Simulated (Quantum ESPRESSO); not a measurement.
Runs of Quantum ESPRESSO 7.5 on Ca. The typed cell holds 1 atom: a = 3.833 Å, b = 3.903 Å, c = 3.828 Å, α = 114.46°, β = 112.33°, γ = 102.75°. This isn't the form of Ca at room conditions, which is fcc.

```tsv
task	level	potentials or basis	cell	k mesh	cutoff (eV)	smearing	rVV10 parameter b	most ionic steps	forc conv thr	etot conv thr	ion dynamics	other keys	gap on the mesh (eV)	pressure (GPa)
single point	BLYP	SSSP 1.3 efficiency PBE	as given	8 × 8 × 9	748	tetrahedra_opt	-	-	-	-	-	smearing = tetrahedra_opt; width = left out	none	-0.3
single point	PBE+rVV10	PseudoDojo 0.4 SR PBEsol stringent	as given	8 × 8 × 9	925	cold 0.2 eV	6.3	-	-	-	-	-	none	-0.9
single point	PBE	SSSP 1.3 efficiency PBE	as given	8 × 8 × 9	748	fermi-dirac 0.05 eV	-	-	-	-	-	-	none	-0.4
relaxation of cell and atoms	PW91	SPMS 1.0 PBE	relaxed to 0.3 kbar	6 × 6 × 6	830	cold 0.136 eV	-	40	0.0004 Ry/bohr	1e-05 Ry	bfgs	diago_david_ndim = 3	none	0.0
real-space fields	PBE+D3	GBRV 1.5 PBEsol	as given	8 × 8 × 9	612	gaussian 0.05 eV	-	-	-	-	-	-	none	(a)
```

Alike in all rows: no spin polarisation.

**Question.** Fill in the values left out.

**Answer.** (a) -0.6.

Caveats: the potentials were made for another functional, which shifts forces and pressure (some runs); pairwise dispersion overbinds metals, which lowers pressure and volume (some runs); rVV10's parameter b was fitted to another functional (some runs).

A gap of «none» marks a metal or a gap under the smearing width.
